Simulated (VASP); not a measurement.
# Na2S (Fm-3m) in VASP: a series of runs, part 2 of 2

VASP 6.6.1.

## (4) Single point, PBEsol

File INCAR:

```
SYSTEM = Na2S
  ALGO = Fast
  EDIFF = 1E-7
  ENCUT = 520
  GGA = PS
  ISIF = 2
  ISMEAR = 0
  LASPH = .True.
  LCHARG = .False.
  LREAL = .False.
  LWAVE = .False.
  NBANDS = 17
  NELM = 80
  PREC = Accurate
  SIGMA = 0.1
```

File KPOINTS:

```
k-points
0
Gamma
  6 6 6
  0 0 0
```

File POSCAR:

```
Na2S
1.0
    0.0000000000      3.2735000000      3.2735000000
    3.2735000000      0.0000000000      3.2735000000
    3.2735000000      3.2735000000      0.0000000000
Na S
2 1
Direct
    0.2500000000      0.2500000000      0.2500000000
    0.7500000000      0.7500000000      0.7500000000
    0.0000000000      0.0000000000      0.0000000000
```

Potentials or basis: VASP PAW PBE potentials, release 64 (Na_pv, S).

Started as:

```
cat potpaw_PBE.64/Na_pv/POTCAR potpaw_PBE.64/S/POTCAR > POTCAR
mpirun -np 1 vasp_std > vasp.out
```

OUTCAR:

```text
SYSTEM = Na2S
   EDIFF = 1E-7
   ENCUT = 520
   GGA = PS
   ISIF = 2
   ISMEAR = 0
   LASPH = .True.
   LREAL = .False.
   NELM = 80
   PREC = Accurate

 ion  position               nearest neighbor table
   1  0.250  0.250  0.250-
   2  0.750  0.750  0.750-
   3  0.000  0.000  0.000-

  LATTYP: Found a face centered cubic cell.
 ALAT       =     6.5470000000

  Lattice vectors:

 A1 = (   0.0000000000,   3.2735000000,   3.2735000000)
 A2 = (   3.2735000000,   0.0000000000,   3.2735000000)
 A3 = (   3.2735000000,   3.2735000000,   0.0000000000)

Analysis of symmetry for initial positions (statically):
=====================================================================
 Subroutine PRICEL returns:
 Original cell was already a primitive cell.

 Routine SETGRP: Setting up the symmetry group for a
 face centered cubic supercell.

 Subroutine GETGRP returns: Found 48 space group operations
 (whereof 48 operations were pure point group operations)
 out of a pool of 48 trial point group operations.

The static configuration has the point symmetry O_h .

Analysis of symmetry for dynamics (positions and initial velocities):
=====================================================================
 Subroutine PRICEL returns:
 Original cell was already a primitive cell.

 Routine SETGRP: Setting up the symmetry group for a
 face centered cubic supercell.

 Subroutine GETGRP returns: Found 48 space group operations
 (whereof 48 operations were pure point group operations)
 out of a pool of 48 trial point group operations.

The dynamic configuration has the point symmetry O_h .

 Subroutine INISYM returns: Found 48 space group operations
 (whereof 48 operations are pure point group operations),
 and found     1 'primitive' translations

----------------------------------------------------------------------------------------

                                     Primitive cell

  volume of cell :      70.1564

  direct lattice vectors                    reciprocal lattice vectors
     0.000000000  3.273500000  3.273500000    -0.152741714  0.152741714  0.152741714
     3.273500000  0.000000000  3.273500000     0.152741714 -0.152741714  0.152741714
     3.273500000  3.273500000  0.000000000     0.152741714  0.152741714 -0.152741714

  length of vectors
     4.629428096  4.629428096  4.629428096     0.264556409  0.264556409  0.264556409

  position of ions in fractional coordinates (direct lattice)
     0.250000000  0.250000000  0.250000000
     0.750000000  0.750000000  0.750000000
     0.000000000  0.000000000  0.000000000

  ion indices of the primitive-cell ions
   primitive index   ion index
                 1           1
                 2           2
                 3           3

----------------------------------------------------------------------------------------

 KPOINTS: k-points

Automatic generation of k-mesh.
 Grid dimensions read from file:
 generate k-points for:    6    6    6

 Generating k-lattice:

  Cartesian coordinates                     Fractional coordinates (reciprocal lattice)
    -0.025456952  0.025456952  0.025456952     0.166666667  0.000000000  0.000000000
     0.025456952 -0.025456952  0.025456952     0.000000000  0.166666667  0.000000000
     0.025456952  0.025456952 -0.025456952     0.000000000  0.000000000  0.166666667

  Length of vectors
     0.044092735  0.044092735  0.044092735

  Shift w.r.t. Gamma in fractional coordinates (k-lattice)
     0.000000000  0.000000000  0.000000000

 Subroutine IBZKPT returns following result:
 ===========================================

 Found     16 irreducible k-points:

 Following reciprocal coordinates:
            Coordinates               Weight
  0.000000  0.000000  0.000000      1.000000
  0.166667  0.000000  0.000000      8.000000
  0.333333  0.000000  0.000000      8.000000
  0.500000  0.000000  0.000000      4.000000
  0.166667  0.166667  0.000000      6.000000
  0.333333  0.166667  0.000000     24.000000
[... 8 lines left out ...]
 -0.333333  0.333333  0.166667     24.000000
 -0.333333  0.500000  0.166667     12.000000
   k-points           NKPTS =     16   k-points in BZ     NKDIM =     16   number of bands    NBANDS=     17
   number of dos      NEDOS =    301   number of ions     NIONS =      3
   total plane-waves  NPLWV =  46656
   dimension x,y,z NGX =    36 NGY =   36 NGZ =   36
   dimension x,y,z NGXF=    72 NGYF=   72 NGZF=   72
   ions per type =               2   1
   NGX,Y,Z   is equivalent  to a cutoff of  12.93, 12.93, 12.93 a.u.
   NGXF,Y,Z  is equivalent  to a cutoff of  25.86, 25.86, 25.86 a.u.
 SYSTEM =  Na2S
   PREC   = accura    normal or accurate (medium, high low for compatibility)
   ISTART =      0    job   : 0-new  1-cont  2-samecut
   ICHARG =      2    charge: 1-file 2-atom 10-const
   ISPIN  =      1    spin polarized calculation?
   LNONCOLLINEAR =      F non collinear calculations
   LSORBIT =      F    spin-orbit coupling
   LASPH  =      T    aspherical Exc in radial PAW
   ENCUT  =  520.0 eV  38.22 Ry    6.18 a.u.   8.61  8.61  8.61*2*pi/ulx,y,z
   NELM   =     80;   NELMIN=  2; NELMDL= -5     # of ELM steps
   EDIFF  = 0.1E-06   stopping-criterion for ELM
   LREAL  =      F    real-space projection
   EDIFFG = 0.1E-05   stopping-criterion for IOM
   NSW    =      0    number of steps for IOM
   IBRION =     -1    ionic relax: 0-MD 1-quasi-New 2-CG
   NFREE  =      0    steps in history (QN), initial steepest desc. (CG)
   ISIF   =      2    stress and relaxation
   ISYM   =      2    0-nonsym 1-usesym 2-fastsym
   POTIM  = 0.5000    time-step for ionic-motion
   TEBEG  =    0.0;   TEEND  =   0.0 temperature during run
   PSTRESS=    0.0 pullay stress
   NELECT =      20.0000    total number of electrons
   NUPDOWN=      -1.0000    fix difference up-down
   EMIN   =  10.00;   EMAX   =-10.00  energy-range for DOS
   EFERMI =   0.00;   METHOD = LEGACY
   ISMEAR =     0;   SIGMA  =   0.10  broadening in eV -4-tet -1-fermi 0-gaus
   EFERMI_NEDOS =   21; number of points for ismear=-14 and -15
   IALGO  =     68    algorithm
   IMIX   =      4    mixing-type and parameters
     AMIX     =   0.40;   BMIX     =  1.00
     AMIX_MAG =   1.60;   BMIX_MAG =  1.00
  volume/ion in A,a.u.               =      23.39       157.81
  Fermi-wavevector in a.u.,A,eV,Ry     =   1.077447  2.036079 15.794888  1.160892
  Thomas-Fermi vector in A             =   2.213359
   LORBIT       =      0    0 simple, 1 ext, 2 COOP (PROOUT), +10 PAW based schemes
   GGA     = PS    functional components
   LHFCALC =     F    Hartree Fock is set to
   AEXX    =    0.0000 exact exchange contribution
   IVDW    =     0    specifies the selected vdW correction
   LEPSILON=     F    determine dielectric tensor
   LRPA    =     F    only Hartree local field effects (RPA)
 non-spin polarized calculation
 RMM-DIIS sequential band-by-band and
 Gauss-broadening in eV      SIGMA  =   0.10
  energy-cutoff  :      520.00
  volume of cell :       70.16
 maximum number of plane-waves:      1917
 NGX is ok and might be reduce to    36
   NGX = 17   NGY = 17   NGZ = 17

 number of electron      19.9999989 magnetization

 Free energy of the ion-electron system (eV)
  ---------------------------------------------------
  ext. energy  EPLUGINS =         0.00000000
  ---------------------------------------------------
  free energy    TOTEN  =       -10.37295173 eV

  energy without entropy =      -10.37295173  energy(sigma->0) =      -10.37295173

 E-fermi :   0.5141     XC(G=0):  -7.9428

 val. band max:        0.1005448440   @ k =   0.0000   0.0000   0.0000
 cond. band min:       2.4575127340   @ k =   0.0000   0.0000   0.0000
 fundamental gap:      2.3569678899
 Fermi energy:         0.5140550303

 k-point     1 :       0.0000    0.0000    0.0000
  band No.  band energies     occupation
      1     -21.9716      2.00000
      2     -21.9716      2.00000
      3     -21.9716      2.00000
      4     -21.9171      2.00000
      5     -21.9171      2.00000
      6     -21.9171      2.00000
[... 9 lines left out ...]
     16       9.3915      0.00000
     17      11.1767      0.00000
[... 281 lines left out ...]
 k-point    16 :      -0.3333    0.5000    0.1667
  band No.  band energies     occupation
      1     -21.9950      2.00000
      2     -21.9861      2.00000
      3     -21.9648      2.00000
      4     -21.9282      2.00000
      5     -21.9081      2.00000
      6     -21.9048      2.00000
[... 9 lines left out ...]
     16      11.1679      0.00000
     17      12.2410      0.00000

------------------------ aborting loop because EDIFF is reached ----------------------------------------

  FORCE on cell =-STRESS in cart. coord.  units (eV):
  Direction    XX          YY          ZZ          XY          YZ          ZX
  --------------------------------------------------------------------------------------
  -------------------------------------------------------------------------------------
  Total       -0.2295423     -0.2295423     -0.2295423      0.0000000      0.0000000      0.0000000
  in kB       -5.2421111     -5.2421111     -5.2421111      0.0000000      0.0000000      0.0000000
  external PRESSURE =      -5.2421111 kB  Pullay stress =       0.0000000 kB

 VOLUME and BASIS-vectors are now :
 -----------------------------------------------------------------------------
  energy-cutoff  :      520.00
  volume of cell :       70.16
      direct lattice vectors                 reciprocal lattice vectors
     0.000000000  3.273500000  3.273500000    -0.152741714  0.152741714  0.152741714
     3.273500000  0.000000000  3.273500000     0.152741714 -0.152741714  0.152741714
     3.273500000  3.273500000  0.000000000     0.152741714  0.152741714 -0.152741714

 POSITION                                       TOTAL-FORCE (eV/Angst)
 -----------------------------------------------------------------------------------
      1.63675      1.63675      1.63675        -0.000000      0.000000      0.000000
      4.91025      4.91025      4.91025        -0.000000     -0.000000     -0.000000
      0.00000      0.00000      0.00000         0.000000      0.000000     -0.000000
 -----------------------------------------------------------------------------------
    total drift:                                0.000000      0.000000      0.000000

  FREE ENERGIE OF THE ION-ELECTRON SYSTEM (eV)
  ---------------------------------------------------
  free  energy   TOTEN  =       -10.3729517272 eV

  energy  without entropy=      -10.3729517272  energy(sigma->0) =      -10.37295173
```

OSZICAR:

```text
N       E                     dE             d eps       ncg     rms          rms(c)
DAV:   1     0.145448361028E+03    0.14545E+03   -0.10189E+04   544   0.122E+03
DAV:   2     0.338474313356E+00   -0.14511E+03   -0.14135E+03   593   0.325E+02
DAV:   3    -0.109427997711E+02   -0.11281E+02   -0.11210E+02   671   0.891E+01
[... 11 lines left out ...]
RMM:  15    -0.103729531601E+02    0.96040E-05   -0.66219E-05   822   0.409E-02    0.349E-02
RMM:  16    -0.103729539663E+02   -0.80619E-06   -0.26942E-06   675   0.115E-02    0.210E-02
RMM:  17    -0.103729527687E+02    0.11976E-05   -0.63080E-07   626   0.569E-03    0.122E-02
RMM:  18    -0.103729517467E+02    0.10220E-05   -0.20855E-06   651   0.620E-03    0.102E-02
RMM:  19    -0.103729517272E+02    0.19526E-07   -0.14371E-07   494   0.330E-03
   1 F= -.10372952E+02 E0= -.10372952E+02  d E =-.401767E-10
```

It took 40 s on 1 thread of Intel Xeon Platinum 8488C (Sapphire Rapids), shared host; peak memory 0.19 GiB.

What came out:

```
Free energy            : -10.3730 eV
Pressure               : -0.5 GPa
Band gap on the k mesh : 2.36 eV, direct
```

Caveat: the PAW data sets were made with another functional, which shifts forces and pressure a little.

## (5) The runs side by side

```tsv
task	cell	k mesh	cutoff (eV)	smearing	gap on the mesh (eV)	pressure (GPa)
single point	cell and atoms relaxed tightly for response	8 × 8 × 8	520	gaussian 0.01 eV	2.42	0.1
relaxation of cell and atoms	relaxed from: cell and atoms relaxed tightly for response	8 × 8 × 8	600	gaussian 0.01 eV	2.42	0.0
single point	as given	6 × 6 × 6	520	gaussian 0.1 eV	2.36	-0.5
```

Alike in all rows: level PBEsol; potentials or basis VASP PAW PBE potentials, release 64 (Na_pv, S); no spin polarisation.

Caveats: the PAW data sets were made with another functional, which shifts forces and pressure a little.

Total energies depend on the potentials used, so only differences within one code and one set of settings carry meaning.
